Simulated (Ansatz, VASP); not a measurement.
Two plane-wave programs on Bi2Te3

```xyz
5
Lattice="2.3086 1.1494 9.7369 -2.1494 1.1856 9.6969 0.1110 -2.6715 9.7601" Properties=species:S:1:pos:R:3 pbc="T T T"
Bi    0.2852   -0.2599   23.7160
Bi    0.1260   -0.1532   11.7888
Te    0.0958   -0.2112   17.8897
Te    0.0200   -0.0877    5.8599
Te   -0.0976   -0.0369   -0.0138
```

Change from the starting cell: kmesh displaced: [4, 4, 4] Gamma-centred.

Alike in both runs: task single point; functional PBE; k mesh 4 × 4 × 4; occupations gaussian, width 0.1 eV; no spin polarisation.

```csv
,VASP,Ansatz
version,VASP 6.6.1,Ansatz 0.2.0
potentials or method,"VASP PAW PBE potentials, release 64 (Bi_d, Te)","scalar-relativistic, plane waves, PAW"
plane-wave cutoff (eV),520,420
valence electrons in the cell,48,78
```

```tsv
	VASP	Ansatz	Ansatz less VASP
gap on the k mesh at the Fermi level (eV)	none	none	-
pressure (GPa)	2.5	2.5	+0.02
largest component of the traceless stress (GPa)	0.89	0.90	+0.006
rms of the force components (eV/Å)	0.665	0.660	-0.0051
```

Atom by atom the forces differ by 0.006 eV/Å (rms over components). A gap of «none» marks a metal or a gap that the smearing closes. The two sets of potentials don't hold the same shells in valence.

Caveats: the k mesh is coarse (spacing up to 0.41 Å⁻¹), so the values aren't converged; spin-orbit coupling is left out, which moves the levels of the heavy elements; forces of over 1 eV/Å show positions far from the minimum, so gaps and moduli don't describe the material at rest.
